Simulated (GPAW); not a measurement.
# Ge (Fd-3m) in GPAW: a series of runs, part 2 of 2

GPAW 26.7.0.

## 6. Band structure, r4SCAN, spin-orbit coupling, no magnetisation

run.py reads:

```python
import numpy as np
from ase.dft.bandgap import bandgap
from ase.io import write
from ase.spacegroup import crystal
from ase.units import GPa
from gpaw import GPAW, PW
from gpaw.spinorbit import soc_eigenstates

# Ge 8a
atoms = crystal(['Ge'],
                basis=[[0.25, 0.25, 0.25]],
                spacegroup=227, setting=1,  # Fd-3m
                cellpar=[5.65782, 5.65782, 5.65782, 90.0, 90.0, 90.0],
                primitive_cell=True)

calc = GPAW(mode=PW(600),
            xc='MGGA_X_R4SCAN+MGGA_C_R2SCAN',
            kpts={'size': (8, 8, 8), 'gamma': True},
            occupations={'name': 'fermi-dirac', 'width': 0.05},
            nbands=11,
            convergence={'density': 1e-05, 'energy': 1e-05},
            maxiter=150,
            txt='gpaw.txt')
atoms.calc = calc
energy = atoms.get_potential_energy()
forces = atoms.get_forces()
stress = atoms.get_stress()
calc.write('gs.gpw')
write('result.traj', atoms)
print(f'Energy: {energy:.6f} eV')
print('Forces (eV/A):')
print(forces.round(4))
print('Stress (GPa):', (stress / GPa).round(3))
print('Fermi level:', round(calc.get_fermi_level(), 4), 'eV')
print(f'Gap: {bandgap(calc)[0]:.4f} eV, direct: {bandgap(calc, direct=True)[0]:.4f} eV')

path = atoms.cell.bandpath('GXWKGLUWLK,UX', npoints=60, eps=1e-4)
bs_calc = calc.fixed_density(kpts=path, symmetry='off', nbands=21,
                             convergence={'bands': 'CBM+6.0', 'eigenstates': 1e-6}, txt='bands.txt')
bs = bs_calc.band_structure()
bs.write('bs.json')
print(f'Gap on the path: {bandgap(bs_calc)[0]:.4f} eV')

soc = soc_eigenstates(bs_calc, theta=54.7, phi=45, ignore_xc_potential=True)
np.savetxt('soc_bands.dat', soc.eigenvalues(), fmt='%.4f')
mesh = soc_eigenstates('gs.gpw', theta=54.7, phi=45, ignore_xc_potential=True)
np.savetxt('soc_mesh.dat', mesh.eigenvalues(), fmt='%.4f')
print('Fermi level with spin-orbit coupling:', round(mesh.fermi_level, 4), 'eV')
```

Potentials or basis: GPAW PAW data sets (gpaw-data 1.2.1), pw.

Run with:

```bash
$ OMP_NUM_THREADS=1 python run.py
```

It took 44 s on 1 thread of Intel Xeon 6975P-C (Granite Rapids), shared host; peak memory 0.27 GiB.

Results (log left out):

| Property | Result |
| --- | --- |
| Free energy | -30.1994 eV |
| Pressure | 0.7 GPa |
| Band gap along the path | none (metal or under the smearing width) |

Levels at the corners of the path, in eV from the Fermi level:
| point | band 4 | band 5 | band 6 | band 7 | band 8 | band 9 | band 10 | band 11 | band 12 | band 13 |
| --- | --- | --- | --- | --- | --- | --- | --- | --- | --- | --- |
| Γ | -0.32 | -0.02 | -0.02 | -0.02 | -0.02 | 0.00 | 0.00 | 2.26 | 2.26 | 2.48 |
| X | -9.47 | -3.41 | -3.41 | -3.41 | -3.41 | 0.73 | 0.73 | 0.73 | 0.73 | 9.72 |
| W | -9.36 | -4.30 | -4.30 | -4.22 | -4.22 | 4.31 | 4.31 | 4.45 | 4.45 | 4.92 |
| K | -8.85 | -4.70 | -4.70 | -2.95 | -2.95 | 1.15 | 1.15 | 4.19 | 4.19 | 7.41 |
| Γ | -0.32 | -0.02 | -0.02 | -0.02 | -0.02 | 0.00 | 0.00 | 2.26 | 2.26 | 2.48 |
| L | -8.10 | -1.74 | -1.74 | -1.55 | -1.55 | 0.13 | 0.13 | 3.68 | 3.68 | 3.78 |
| U | -8.85 | -4.70 | -4.70 | -2.95 | -2.95 | 1.15 | 1.15 | 4.19 | 4.19 | 7.41 |
| W | -9.36 | -4.30 | -4.30 | -4.22 | -4.22 | 4.31 | 4.31 | 4.45 | 4.45 | 4.92 |
| L | -8.10 | -1.74 | -1.74 | -1.55 | -1.55 | 0.13 | 0.13 | 3.68 | 3.68 | 3.78 |
| K | -8.85 | -4.70 | -4.70 | -2.95 | -2.95 | 1.15 | 1.15 | 4.19 | 4.19 | 7.41 |
| U | -8.85 | -4.70 | -4.70 | -2.95 | -2.95 | 1.15 | 1.15 | 4.19 | 4.19 | 7.41 |
| X | -9.47 | -3.41 | -3.41 | -3.41 | -3.41 | 0.73 | 0.73 | 0.73 | 0.73 | 9.72 |

Caveat: spin-orbit coupling was added after a scalar SCF, so levels and gaps hold it while energy, forces, pressure and moments don't; this program's spin-orbit splittings come out too wide for heavy elements; the PAW data sets were made with another functional, which shifts forces and pressure a little; this crystal is a semiconductor, whose small gap the functional closes, so the metal is an error of the method.

## 7. The reference run

An earlier run on the cell as given: functional PBEsol; potentials or basis PAW data sets generated in the run's folder for this functional; cutoff 600 eV; basis pw; k mesh 8 × 8 × 8; occupations fermi-dirac, width 0.05 eV; no spin polarisation.

* Pressure: 0.9 GPa
* Band gap on the k mesh: 0.04 eV, direct

## 8. The runs side by side

| task | level | potentials or basis | spin | band path | band points | spin axis theta (degrees) | spin axis phi (degrees) | gap on the mesh (eV) | pressure (GPa) |
| --- | --- | --- | --- | --- | --- | --- | --- | --- | --- |
| band structure | RPBE | the program's PAW data sets (release 1.2.1) made for this functional, pw | SOC, no magnetisation | GXWKGLUWLK,UX | 80 | 90 | 0 | 0.10 | 5.7 |
| band structure | r4SCAN | GPAW PAW data sets (gpaw-data 1.2.1), pw | SOC, no magnetisation | GXWKGLUWLK,UX | 60 | 54.7 | 45 | - | 0.7 |
| single point | PBEsol | PAW data sets generated in the run's folder for this functional, pw | off | - | - | - | - | 0.04 | 0.9 |

Alike in all rows: cell as given; k mesh 8 × 8 × 8; cutoff (eV) 600; smearing fermi-dirac 0.05 eV.

Caveats: spin-orbit coupling was added after a scalar SCF, so levels and gaps hold it while energy, forces, pressure and moments don't (some runs); this program's spin-orbit splittings come out too wide for heavy elements (some runs); the PAW data sets were made with another functional, which shifts forces and pressure a little (some runs); this crystal is a semiconductor, whose small gap the functional closes, so the metal is an error of the method (some runs).

Absolute energies hang on the potentials; compare differences alone.

## 9. How close it comes

Step 2. Measured gap of Ge: 0.666 eV (indirect; 293 K; “Electronic and optical properties of SixGe1-x-ySny alloys lattice-matched to Ge”, 2021, arxiv:2109.02782). This calculation gives 0.10 eV (-0.57 eV). 3 values of this kind are on record (0.666 to 0.807 eV); this one was drawn at random among those near their median. The value is that of RPBE, without temperature or zero-point motion. Semilocal functionals fall short of measured gaps as a rule.

Step 6. Measured gap of Ge: 0.744 eV (indirect; 0 K; “Temperature-dependent photoluminescence in Ge: experiment and theory”, 2020, arxiv:2003.00143). This calculation gives 0.00 eV (-0.74 eV). 3 values of this kind are on record (0.666 to 0.807 eV); this one was drawn at random among those near their median. The value is that of r4SCAN, without temperature or zero-point motion.
